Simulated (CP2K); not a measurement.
Runs of CP2K 2026.2 on Pt. The structure is cubic, space group Fm-3m (No. 225). The conventional cell has a = 3.922 Å, b = 3.922 Å, c = 3.922 Å, α = 90.00°, β = 90.00°, γ = 90.00°. Pt (site symmetry m-3m) has 12 Pt at 2.77 Å as nearest neighbours. 

```tsv
task	level	potentials or basis	cell	basis sets	potentials	D3 from the s-dftd3 library (D3_REFERENCE_CODE)	CUTOFF of the grids	cutoff radius of the dispersion sum (A)	gap on the mesh (eV)	pressure (GPa)
single point	r2SCAN+D3(BJ)+ATM	POTENTIAL_UZH Pt GTH-SCAN-q18; TZVP-MOLOPT-SCAN-GTH basis	as given	Pt TZVP-MOLOPT-SCAN-GTH-q18	Pt GTH-SCAN-q18 of POTENTIAL_UZH	yes	675 Ry	20	none	5.5
single point	r2SCAN+D4	POTENTIAL_UZH Pt GTH-SCAN-q18; TZVP-MOLOPT-SCAN-GTH basis	as given	Pt TZVP-MOLOPT-SCAN-GTH-q18	Pt GTH-SCAN-q18 of POTENTIAL_UZH	-	675 Ry	20	none	5.6
single point	r2SCAN+rVV10	POTENTIAL_UZH Pt GTH-SCAN-q18; TZVP-MOLOPT-SCAN-GTH basis	as given	Pt TZVP-MOLOPT-SCAN-GTH-q18	Pt GTH-SCAN-q18 of POTENTIAL_UZH	-	675 Ry	-	none	5.4
atomic charges	PBE	POTENTIAL_UZH Pt GTH-PBE-q18; TZVP-MOLOPT-PBE-GTH basis	strain_c = 0.06	Pt TZVP-MOLOPT-PBE-GTH-q18	Pt GTH-PBE-q18 of POTENTIAL_UZH	-	450 Ry	-	none	(b)
atomic charges	PBE	POTENTIAL_UZH Pt GTH-PBE-q18; TZVP-MOLOPT-PBE-GTH basis	strain_c = 0.04	Pt TZVP-MOLOPT-PBE-GTH-q18	Pt GTH-PBE-q18 of POTENTIAL_UZH	-	450 Ry	-	none	-0.2
atomic charges	PBE	POTENTIAL_UZH Pt GTH-PBE-q18; TZVP-MOLOPT-PBE-GTH basis	strain_c = -0.02	Pt TZVP-MOLOPT-PBE-GTH-q18	Pt GTH-PBE-q18 of POTENTIAL_UZH	-	450 Ry	-	none	16.8
atomic charges	PBE	POTENTIAL_UZH Pt GTH-PBE-q18; TZVP-MOLOPT-PBE-GTH basis	strain_c = -0.04	Pt TZVP-MOLOPT-PBE-GTH-q18	Pt GTH-PBE-q18 of POTENTIAL_UZH	-	450 Ry	-	none	24.6
single point	r2SCAN+D3(BJ)	POTENTIAL_UZH Pt GTH-SCAN-q18; TZVP-MOLOPT-SCAN-GTH basis	as given	Pt TZVP-MOLOPT-SCAN-GTH-q18	Pt GTH-SCAN-q18 of POTENTIAL_UZH	yes	675 Ry	20	none	3.9
single point	r2SCAN	POTENTIAL_UZH Pt GTH-SCAN-q18; TZVP-MOLOPT-SCAN-GTH basis	as given	Pt TZVP-MOLOPT-SCAN-GTH-q18	Pt GTH-SCAN-q18 of POTENTIAL_UZH	-	675 Ry	-	none	(c)
atomic charges	PBE	POTENTIAL_UZH Pt GTH-PBE-q18; TZVP-MOLOPT-PBE-GTH basis	strain_c = 0.02	Pt TZVP-MOLOPT-PBE-GTH-q18	Pt GTH-PBE-q18 of POTENTIAL_UZH	-	450 Ry	-	none	4.6
atomic charges	PBE	POTENTIAL_UZH Pt GTH-PBE-q18; TZVP-MOLOPT-PBE-GTH basis	strain_c = 0	Pt TZVP-MOLOPT-PBE-GTH-q18	Pt GTH-PBE-q18 of POTENTIAL_UZH	-	450 Ry	-	none	(a)
```

Alike in all rows: no spin polarisation; k mesh 12 × 12 × 12; smearing fermi-dirac 0.05 eV.

**Question.** Fill in the values left out.

**Answer.** (a) 10.2; (b) -4.3; (c) 7.8.

Caveats: the basis of atomic orbitals isn't converged, which shifts pressures, moduli and gaps; pairwise dispersion overbinds metals, which lowers pressure and volume (some runs).

A k mesh can miss the band edges, and the runs leave out spin-orbit coupling on Pt.

A gap of «none» marks a metal or a gap under the smearing width.
